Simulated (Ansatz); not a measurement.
Predict the output of the script below (Ansatz 0.2.0 through its Python package).

`ecut.py`:
```python
'''Cutoff test for ZnO.'''

import logging
import sys
import warnings

import ansatz as az

logging.basicConfig(stream=sys.stdout, format='[%(levelname)s] %(message)s')
logger = logging.getLogger('zno')
logger.setLevel(logging.INFO)


def main() -> None:
    warnings.simplefilter('ignore', az.DeckWarning)

    zno = (
        az.Lattice.from_parameters(3.28796716, 3.28796716, 7.13044135, alpha=90, beta=90, gamma=120)
        .space_group(194)
        .atom('Zn', [0.0, 0.0, 0.75])
        .atom('O', [1 / 3, 2 / 3, 0.25])
    )

    job = (
        zno.calculation()
        .functional('lda')
        .kpoints(12, 12, 4)  # the mesh must be finer for metals
        .occupations('fixed')  # no smearing
        .stress()
    )

    rows = []
    for value in [300, 375, 450, 525, 600, 675]:
        rep = job.basis(value).run(threads=1, backend='cpu').report
        rows.append((value, rep['free_energy_ev'] / len(rep['lattice']['sites']), rep['n_iterations'], sum(rep['stress_gpa'][i][i] for i in range(3)) / 3, rep['n_pw']))

    logger.info(' cutoff (eV)   F/atom (eV)    iterations       P (GPa)   plane waves')
    for row in rows:
        logger.info(f'{str(row[0]):>12s}  {row[1]:12.5f}  {row[2]:12d}  {row[3]:12.3f}  {row[4]:12d}')

    # the last row is the reference
    for row in rows[:-1]:
        shift = 1000 * (row[1] - rows[-1][1])
        logger.info(f'{row[0]}: {shift:+.2f} meV/atom' + ('  (within 1 meV)' if abs(shift) < 1 else ''))


if __name__ == '__main__':
    main()
```

`python ecut.py` gives:
```text
[INFO]  cutoff (eV)   F/atom (eV)    iterations       P (GPa)   plane waves
[INFO]          300   -1900.33950             8        -8.621           801
[INFO]          375   -1900.60968             8        -8.207          1103
[INFO]          450   -1900.63568             8        -8.172          1453
[INFO]          525   -1900.63727             8        -8.170          1815
[INFO]          600   -1900.63751             8        -8.173          2285
[INFO]          675   -1900.63776             8        -8.175          2629
[INFO] 300: +298.26 meV/atom
[INFO] 375: +28.08 meV/atom
[INFO] 450: +2.08 meV/atom
[INFO] 525: +0.49 meV/atom  (within 1 meV)
[INFO] 600: +0.24 meV/atom  (within 1 meV)
```

From 525 eV on it stays within 1 meV an atom of the value at 675 eV; the first row (300 eV) is off by 298.3 meV and the last but one by 0.24 meV. The energy falls steadily, as expected when plane waves are added. The pressure moves from -8.62 to -8.17 GPa (the program's stress holds a Pulay correction, so it settles early). The last run costs about 1.5 times the first.

Caveats:
- Pressure is positive in compression.
- This cell is a computed structure, which may not be the phase found in nature.
- Shifts are counted from the last row, which is itself no proven limit.
- The script silences the warnings on its input, which a real study should read.
- Hardware and time: 29 s on 1 thread of Intel(R) Xeon(R) Processor @ 2.30GHz, on a shared host, peak memory 0.6 GiB.
